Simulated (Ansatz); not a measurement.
Geometry optimisation, DFT PBE-D3(BJ), scalar-relativistic, plane waves, PAW in Ansatz.

Input:

```yaml
crystal:
  lattice:
    - [-0.257888, 5.256267, 5.865209]
    - [5.144857, -0.075536, 5.865209]
    - [4.901055, 5.331803, 0.0]
  atoms:
    - { symbol: Si, position: [0.06109999, 0.03883002, 0.17533999] }
    - { symbol: Si, position: [0.24311504, 0.60000502, 0.25109496] }
    - { symbol: Si, position: [0.18149505, 0.91880503, 0.55889494] }
    - { symbol: Si, position: [0.34077001, 0.19876002, 0.15187997] }
    - { symbol: O, position: [0.32342502, 0.67902505, 0.65996495] }
    - { symbol: O, position: [0.24699003, 0.43938001, 0.16048996] }
    - { symbol: O, position: [0.56146997, 0.4305801, 0.92214995] }
    - { symbol: O, position: [0.19802001, 0.17807001, 0.06312998] }
    - { symbol: O, position: [0.32361998, 0.05283005, 0.39911998] }
    - { symbol: O, position: [0.98185495, 0.02747512, 0.74636495] }
    - { symbol: O, position: [0.67508499, 0.33350508, 0.58611495] }
    - { symbol: O, position: [0.58345993, 0.11375011, 0.99575996] }
    - { symbol: Si, position: [0.5611, 0.53883007, 0.67533994] }
    - { symbol: Si, position: [0.74311496, 0.1000051, 0.75109496] }
    - { symbol: Si, position: [0.68149505, 0.41880503, 0.05889494] }
    - { symbol: Si, position: [0.84077002, 0.69876008, 0.65187992] }
    - { symbol: O, position: [0.82342502, 0.17902505, 0.15996495] }
    - { symbol: O, position: [0.74699005, 0.93938007, 0.66048991] }
    - { symbol: O, position: [0.06147006, 0.93058001, 0.42214995] }
    - { symbol: O, position: [0.69802003, 0.67807006, 0.56312993] }
    - { symbol: O, position: [0.82361999, 0.5528301, 0.89911993] }
    - { symbol: O, position: [0.48185504, 0.52747503, 0.24636495] }
    - { symbol: O, position: [0.17508508, 0.83350499, 0.08611495] }
    - { symbol: O, position: [0.08346002, 0.61375003, 0.49575996] }
    - { symbol: H, position: [0.50631387, 0.17492759, 0.46671973], spin: 1.0 }
magnetization:
  spin_polarized: true
basis:
  ecutwfc: 420.0
kpoints:
  mp_grid: { grid: [2, 2, 2] }
hamiltonian:
  xc: pbe
  dispersion: d3bj
  pseudopotentials: { kind: paw, azcp: { folder: soft_1 } }
scf:
  occupations: { method: gaussian, width: 0.02 }
  lower_state_search: "off"
relax:
  f_tol: 0.03
  max_steps: 60
  adjacent_minimum: "off"
output:
  write_density: true
  write_potential: true
  elf: true
  volumetric_format: npy
```

Run as:

```bash
$ ansatz run input.yaml --threads 2 --pin off --max-ram 5120MiB --backend cpu --events-out ev --progress --plain --runs-dir out
```

**Question.** Where does it end, and by what steps?

**Answer.** It converged. The force dipped under the threshold on the way, but the program's further checks kept it going. Limits of this set-up: a small cell, in which the defect meets its images. After 8 steps the energy has fallen by 1.528 eV; H25 moved furthest, 1.27 Å.

| step | energy less start (eV) | largest force component (eV/Å) | accepted |
| --- | --- | --- | --- |
| 0 | 0.0000 | 2.700 | yes |
| 1 | -0.9491 | 1.319 | yes |
| 2 | -1.3872 | 0.342 | yes |
| 3 | -1.4684 | 0.150 | yes |
| 4 | -1.4970 | 0.083 | yes |
| 5 | -1.5168 | 0.055 | yes |
| 6 | -1.5269 | 0.022 | yes |
| 7 | -1.5269 | 0.022 | yes |
| 8 | -1.5284 | 0.025 | yes |

```xyz
25
Lattice="-0.2579 5.2563 5.8652 5.1449 -0.0755 5.8652 4.9011 5.3318 0.0000" Properties=species:S:1:pos:R:3
Si 0.942 1.219 0.676
Si 4.203 2.559 4.880
Si 7.448 3.893 6.558
Si 1.623 2.586 3.166
O 6.618 5.171 6.013
O 2.980 2.067 3.914
O 6.563 7.829 6.056
O 1.037 1.314 2.298
O 2.171 3.882 2.310
O 3.528 9.157 5.870
O 4.359 6.616 5.851
O 5.199 8.425 3.972
Si 5.830 6.478 6.551
Si 3.950 7.895 4.884
Si 2.303 3.890 6.563
Si 6.519 7.841 9.033
O 1.479 5.170 6.013
O 7.871 7.325 9.786
O 6.815 2.497 6.048
O 5.922 6.566 8.173
O 7.082 9.138 8.183
O 3.786 3.814 5.875
O 4.619 1.273 5.834
O 5.453 3.090 3.974
H 4.093 5.210 3.266
```

Time of the run: 120 s on 2 threads of Arm Neoverse V2, on a shared host, peak memory 0.87 GiB.
